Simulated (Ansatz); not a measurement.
Geometry optimisation, DFT PBE-D3(BJ), scalar-relativistic, plane waves, PAW (Ansatz 0.2.0).

The input (input.yaml):

```yaml
crystal:
  lattice:
    - [0.0, 5.065, 5.065]
    - [5.065, 0.0, 5.065]
    - [5.065, 5.065, 0.0]
  atoms:
    - { symbol: Zr, position: [0.5, 0.0, 0.0] }
    - { symbol: O, position: [0.125, 0.125, 0.125] }
    - { symbol: O, position: [0.375, 0.375, 0.375] }
    - { symbol: Zr, position: [0.0, 0.0, 0.5] }
    - { symbol: O, position: [0.125, 0.125, 0.625] }
    - { symbol: O, position: [0.375, 0.375, 0.875] }
    - { symbol: Zr, position: [0.0, 0.5, 0.0] }
    - { symbol: O, position: [0.125, 0.625, 0.125] }
    - { symbol: O, position: [0.375, 0.875, 0.375] }
    - { symbol: Zr, position: [0.0, 0.5, 0.5] }
    - { symbol: O, position: [0.125, 0.625, 0.625] }
    - { symbol: O, position: [0.375, 0.875, 0.875] }
    - { symbol: O, position: [0.625, 0.125, 0.125] }
    - { symbol: O, position: [0.875, 0.375, 0.375] }
    - { symbol: Zr, position: [0.5, 0.0, 0.5] }
    - { symbol: O, position: [0.625, 0.125, 0.625] }
    - { symbol: O, position: [0.875, 0.375, 0.875] }
    - { symbol: Zr, position: [0.5, 0.5, 0.0] }
    - { symbol: O, position: [0.625, 0.625, 0.125] }
    - { symbol: O, position: [0.875, 0.875, 0.375] }
    - { symbol: Zr, position: [0.5, 0.5, 0.5] }
    - { symbol: O, position: [0.625, 0.625, 0.625] }
    - { symbol: O, position: [0.875, 0.875, 0.875] }
basis:
  ecutwfc: 420.0
kpoints:
  mp_grid: { grid: [3, 3, 3] }
hamiltonian:
  xc: pbe
  dispersion: d3bj
  pseudopotentials: { kind: paw, azcp: { folder: soft_1 } }
scf:
  occupations: { method: fermi_dirac, width: 0.02 }
  lower_state_search: "off"
relax:
  f_tol: 0.03
  max_steps: 60
  adjacent_minimum: "off"
output:
  write_density: true
  write_potential: true
  elf: true
  volumetric_format: npy
```

Run as:

```bash
$ ansatz run input.yaml --threads 4 --pin off --max-ram 10240MiB --backend cpu --events-out ev --progress --plain --runs-dir out
```

Where does it end, and by what steps?

The run converged. Limits of this set-up: coarse k mesh, no spin, though dangling bonds at a vacancy may carry it, a small cell, in which the defect meets its images, a typed lattice constant that wasn't relaxed here. After 3 steps the energy has fallen by 0.360 eV; O5 moved furthest, 0.10 Å.

| step | energy less start (eV) | largest force component (eV/Å) | accepted |
| --- | --- | --- | --- |
| 0 | 0.0000 | 0.483 | yes |
| 1 | -0.3354 | 0.218 | yes |
| 2 | -0.3590 | 0.052 | yes |
| 3 | -0.3604 | 0.000 | yes |

```xyz
23
Lattice="0.0000 5.0650 5.0650 5.0650 0.0000 5.0650 5.0650 5.0650 0.0000" Properties=species:S:1:pos:R:3
Zr 0.000 2.533 2.533
O 1.325 1.325 1.325
O 3.816 3.816 3.816
Zr 2.533 2.533 0.000
O 3.740 3.740 1.325
O 6.314 6.314 3.816
Zr 2.533 0.000 2.533
O 3.740 1.325 3.740
O 6.314 3.816 6.314
Zr 5.065 2.533 2.533
O 6.314 3.816 3.816
O 8.805 6.390 6.390
O 1.325 3.740 3.740
O 3.816 6.314 6.314
Zr 2.533 5.065 2.533
O 3.816 6.314 3.816
O 6.390 8.805 6.390
Zr 2.533 2.533 5.065
O 3.816 3.816 6.314
O 6.390 6.390 8.805
Zr 5.065 5.065 5.065
O 6.314 6.314 6.314
O 8.805 8.805 8.805
```

Whether the end is a true minimum wasn't checked by a vibrational analysis.

Time of the run: 12 s on 4 threads of Intel(R) Xeon(R) Platinum 8259CL CPU @ 2.50GHz (Skylake/Cascade Lake), on a shared host, peak memory 0.94 GiB.
